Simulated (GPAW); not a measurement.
Write an ASE script for GPAW 26.7.0 that does the following.

* Task: band structure
* Functional: PBEsol
* Potentials or basis: PAW data sets generated in the run's folder for this functional
* Cutoff: 600 eV
* Basis: pw
* k mesh: 9 × 9 × 9
* Occupations: fermi-dirac, width 0.05 eV
* Spin: no spin polarisation
* Maxiter: 150
* Band path: GLB1,BZGX,QFP1Z,LP
* Band points: 60

Crystal: As.

```
As
1.0
     1.88080    1.08588    3.51406
    -1.88080    1.08588    3.51406
     0.00000   -2.17176    3.51406
As
2
Direct
  0.22600 0.22600 0.22600
  0.77400 0.77400 0.77400
```

The input as run:

run.py

```python
from ase import Atoms
from ase.dft.bandgap import bandgap
from ase.io import write
from ase.units import GPa
from gpaw import GPAW, PW, setup_paths

setup_paths.insert(0, '.')

atoms = Atoms(['As', 'As'],
              cell=[[1.8807968987, 1.0858785957, 3.5140619945],
                    [-1.8807968987, 1.0858785957, 3.5140619945],
                    [0.0, -2.1717571915, 3.5140619945]],
              scaled_positions=[[0.226, 0.226, 0.226],
                                [0.774, 0.774, 0.774]],
              pbc=True)

calc = GPAW(mode=PW(600),
            xc='PBEsol',
            kpts={'size': (9, 9, 9), 'gamma': True},
            occupations={'name': 'fermi-dirac', 'width': 0.05},
            nbands=13,
            convergence={'density': 1e-05, 'energy': 1e-05},
            maxiter=150,
            txt='gpaw.txt')
atoms.calc = calc
energy = atoms.get_potential_energy()
forces = atoms.get_forces()
stress = atoms.get_stress()
calc.write('gs.gpw')
write('result.traj', atoms)
print(f'Energy: {energy:.6f} eV')
print('Forces (eV/A):')
print(forces.round(4))
print('Stress (GPa):', (stress / GPa).round(3))
print('Fermi level:', round(calc.get_fermi_level(), 4), 'eV')
print(f'Gap: {bandgap(calc)[0]:.4f} eV, direct: {bandgap(calc, direct=True)[0]:.4f} eV')

path = atoms.cell.bandpath('GLB1,BZGX,QFP1Z,LP', npoints=60, eps=1e-4)
bs_calc = calc.fixed_density(kpts=path, symmetry='off', nbands=23,
                             convergence={'bands': 'CBM+6.0', 'eigenstates': 1e-6}, txt='bands.txt')
bs = bs_calc.band_structure()
bs.write('bs.json')
print(f'Gap on the path: {bandgap(bs_calc)[0]:.4f} eV')
```

Potentials or basis: PAW data sets generated in the run's folder for this functional, pw.

Command:

```bash
$ gpaw-setup -f PBEsol As
$ OMP_NUM_THREADS=1 python run.py
```

It gave:

- Pressure: 0.5 GPa
- Largest force: 0.425 eV/Å
- Band gap along the path: none (metal or under the smearing width)

Run time: 86 s on 1 thread of Intel(R) Xeon(R) Processor @ 2.50GHz (Skylake/Cascade Lake), on a shared host, peak memory 0.24 GiB.
